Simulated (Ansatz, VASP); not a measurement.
# GaAs: VASP beside Ansatz

```xyz
2
Lattice="0.0000 2.8727 2.8727 2.8727 0.0000 2.8727 2.8727 2.8727 0.0000" Properties=species:S:1:pos:R:3 pbc="T T T"
Ga    0.0000    0.0000    0.0000
As    1.4363    1.4363    1.4363
```

Alike in both runs: task relaxation of cell and atoms; functional PBE; dispersion D3(BJ); k mesh 12 × 12 × 12; occupations gaussian, width 0.02 eV; no spin polarisation.

|  | VASP | Ansatz |
| --- | --- | --- |
| version | VASP 6.6.1 | Ansatz 0.2.0 |
| potentials or method | VASP PAW PBE potentials, release 64 (Ga_d, As) | scalar-relativistic, plane waves, PAW |
| plane-wave cutoff (eV) | 600 | 420 |
| valence electrons in the cell | 18 | 28 |

```tsv
	VASP	Ansatz	Ansatz less VASP
gap on the k mesh at the Fermi level, each at its own relaxed structure (eV)	0.41	0.43	+0.021
relaxed volume (Å³/atom)	22.92	22.85	-0.076
relaxed cell length with the largest relative difference (Å)	4.017	4.013	-0.0044
energy change over the relaxation (meV/atom)	-5	-6	-0.8
```

The two sets of potentials don't hold the same shells in valence.
